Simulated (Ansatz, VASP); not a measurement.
## One calculation of AlN, two programs

The input INCAR:

```
SYSTEM = AlN
  ALGO = Normal
  EDIFF = 1E-6
  ENCUT = 520
  GGA = PE
  ISIF = 2
  ISMEAR = 0
  LASPH = .True.
  LCHARG = .False.
  LREAL = .False.
  LWAVE = .False.
  NBANDS = 16
  NELM = 60
  PREC = Accurate
  SIGMA = 0.05
```

The input KPOINTS:

```
k-points
0
Gamma
  6 6 6
  0 0 0
```

POSCAR

```
AlN
1.0
    0.0000000000     -2.2015682416     -2.2015682416
   -2.2015682416      0.0000000000     -2.2015682416
    2.2015682416      2.2015682416     -4.4031364832
Al N
2 2
Direct
   -0.0127111395      0.0759824864      0.0035370201
    0.5197851797      0.4310915538      0.5035370201
    0.3536275048      0.4331014651      0.8681866750
    0.8827458451      0.8032718849      0.3681866750
```

Input for Ansatz:

```yaml
crystal:
  lattice:
    - [0.0, -2.2015682416, -2.2015682416]
    - [-2.2015682416, 0.0, -2.2015682416]
    - [2.2015682416, 2.2015682416, -4.4031364832]
  atoms:
    - { symbol: Al, position: [-0.0127111395, 0.0759824864, 0.0035370201] }
    - { symbol: Al, position: [0.5197851797, 0.4310915538, 0.5035370201] }
    - { symbol: "N", position: [0.3536275048, 0.4331014651, 0.868186675] }
    - { symbol: "N", position: [0.8827458451, 0.8032718849, 0.368186675] }
basis:
  ecutwfc: 520.0
kpoints:
  mp_grid: { grid: [6, 6, 6] }
hamiltonian:
  xc: pbe
scf:
  occupations: { method: gaussian, width: 0.05 }
output:
  forces: true
  stress: true
  eigenvalues: true
```

Change from the starting cell: mode 4 frozen in at -0.205 Å and mode 10 at +0.060 Å (largest displacements).

Alike in both runs: task single point; functional PBE; k mesh 6 × 6 × 6; occupations gaussian, width 0.05 eV; no spin polarisation.

```csv
,VASP,Ansatz
version,VASP 6.6.1,Ansatz 0.2.0
potentials or method,"VASP PAW PBE potentials, release 64 (Al, N)","scalar-relativistic, plane waves, PAW"
plane-wave cutoff (eV),520,520
valence electrons in the cell,16,16
```

|  | VASP | Ansatz | Ansatz less VASP |
| --- | --- | --- | --- |
| gap on the k mesh at the Fermi level (eV) | 3.09 | 3.10 | +0.008 |
| least direct gap on the mesh (eV) | 3.56 | 3.55 | -0.006 |
| pressure (GPa) | -1.0 | -0.8 | +0.25 |
| largest component of the traceless stress (GPa) | 5.50 | 5.49 | -0.010 |
| rms of the force components (eV/Å) | 0.752 | 0.749 | -0.0028 |

Atom by atom the forces differ by 0.003 eV/Å (rms over components). The functional is the same, so the differences come from potentials, cutoffs and numerics.

Caveats: forces of over 1 eV/Å show positions far from the minimum, so gaps and moduli don't describe the material at rest. A k mesh can miss the band edges.
